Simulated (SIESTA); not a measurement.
**HfN under changes of volume**

One of the cells (11.518 Å³/atom); the others are scaled copies at fixed shape and fractional positions:

```
Hf N
1.0
     3.13391    0.00000    0.00000
    -1.56695    2.71404    0.00000
     0.00000    0.00000    5.41677
Hf N
2 2
Direct
  0.33333 0.66667 0.25000
  0.66667 0.33333 0.75000
  0.00000 0.00000 0.50000
  0.00000 0.00000 0.00000
```

The cell comes from a database or a generator and needn't be the stable form of this composition.

| Item | Value |
| --- | --- |
| Program | SIESTA 5.4.2 |
| Functional | LDA |
| Potentials or basis | PseudoDojo 0.4 standard (LDA files) |
| Basis | DZP (energy shift 0.003 Ry; two zetas on semicore shells) |
| Grid cutoff | 800 Ry |
| Energy shift | 0.003 Ry |
| k mesh | 10 × 10 × 5 |
| Occupations | fermi-dirac, width 0.05 eV |
| Spin | no spin polarisation |

```csv
volume (Å³/atom),energy over the lowest point (meV/atom),pressure (GPa)
10.827,14.36,11.9
11.057,2.46,5.0
11.288,0.00,-1.4
11.518,6.28,-7.1
11.749,20.37,-12.2
11.979,41.40,-16.9
12.209,?,?
```

Question: What does the run at 12.209 Å³/atom give?

Answer: Energy over the lowest point 68.82 meV/atom; pressure -21.1 GPa.

Worked out: A Birch-Murnaghan fit of order 3 (a polynomial in V^(-2/3)) to the other rows has its minimum at 11.23 Å³/atom with B0 = V·E''(V) = 300 GPa and B' = 4.0 at fixed shape and positions, which overstates the stiffness. It gives 68.79 meV/atom at 12.209 Å³/atom, against the run's 68.82, and -dE/dV = -21.1 GPa, against -21.1.

Energies are extrapolated to zero smearing.

Caveats: short orbitals over semicore shells can move pressures by several GPa; the basis of atomic orbitals isn't converged, which shifts pressures, moduli and gaps.
